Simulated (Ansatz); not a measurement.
# Cd: the cost of one run

Method: DFT r2SCAN, scalar-relativistic, plane waves, PAW, in Ansatz 0.2.0.

1 further run of the same task is left out (set aside as unsound or not needed).

## 1. Starting point

The structure is hexagonal, space group P6_3/mmc (No. 194). The conventional cell has a = 2.979 Å, b = 2.979 Å, c = 5.618 Å, α = 90.00°, β = 90.00°, γ = 120.00°. Cd (site symmetry -6m2) is surrounded by 12 Cd at 2.98 to 3.29 Å.

Coordinates:

```
CELL_PARAMETERS angstrom
2.97887 0.00000 0.00000
-1.48944 2.57978 0.00000
0.00000 0.00000 5.61765
ATOMIC_POSITIONS crystal
Cd 0.33333 0.66667 0.25000
Cd 0.66667 0.33333 0.75000
```

The structure comes from the Crystallography Open Database.

## 2. Functional and cell changed: r2SCAN

The change: strain xx, yy, zz, yz, xz, xy = +0.1, +0.1, +0.1, +0.0, +0.0, +0.0 %.

Contents of input.yaml:

```yaml
crystal:
  lattice:
    - [2.9821492679, 0.0, 0.0]
    - [-1.4910746339, 2.5826170238, 0.0]
    - [0.0, 0.0, 5.623829415]
  atoms:
    - { symbol: Cd, position: [0.3333333333, 0.6666666667, 0.25] }
    - { symbol: Cd, position: [0.6666666667, 0.3333333333, 0.75] }
basis:
  ecutwfc: 500
kpoints:
  mp_grid: { grid: [18, 18, 8] }
hamiltonian:
  xc: r2scan
scf:
  occupations: { method: gaussian, width: 0.1 }
output:
  forces: true
  stress: true
  eigenvalues: true
```

**Question.** How long does this run take on 1 thread of an Arm CPU, shared host, and how much memory does it need?

About 21 s, with a peak of 0.54 GiB.
